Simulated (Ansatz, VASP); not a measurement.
# One calculation of Ta3H, two programs

```
CELL_PARAMETERS angstrom
2.87431 0.00000 0.00000
-0.95810 2.70993 0.00000
0.00000 0.00000 20.02669
ATOMIC_POSITIONS crystal
Ta 0.50000 0.50000 0.19973
Ta 0.00000 0.00000 0.31277
Ta 0.50000 0.50000 0.42577
H 0.83333 0.00000 0.48499
```

Alike in both runs: functional PBE; k mesh 10 × 10 × 1; occupations gaussian, width 0.1 eV; no spin polarisation.

Ansatz relaxed the structure, and its values are those at the end. VASP's run is a single point on that final structure, the one shown.

|  | VASP | Ansatz |
| --- | --- | --- |
| version | VASP 6.6.1 | Ansatz 0.2.0 |
| potentials or method | VASP PAW PBE potentials, release 64 (Ta_pv, H) | scalar-relativistic, plane waves, PAW |
| plane-wave cutoff (eV) | 520 | 420 |
| valence electrons in the cell | 34 | 40 |

|  | VASP | Ansatz | Ansatz less VASP |
| --- | --- | --- | --- |
| gap on the k mesh at the Fermi level (eV) | none | none | - |
| rms of the force components (eV/Å) | 0.531 | 0.530 | -0.0004 |
| work function, face that differs most (eV) | 4.32 | 4.32 | -0.001 |

A gap of «none» marks a metal or a gap that the smearing closes. The functional is the same, so the differences come from potentials, cutoffs and numerics. The two sets of potentials don't hold the same shells in valence.

Spin-orbit coupling is left out, which matters for the levels of Ta.
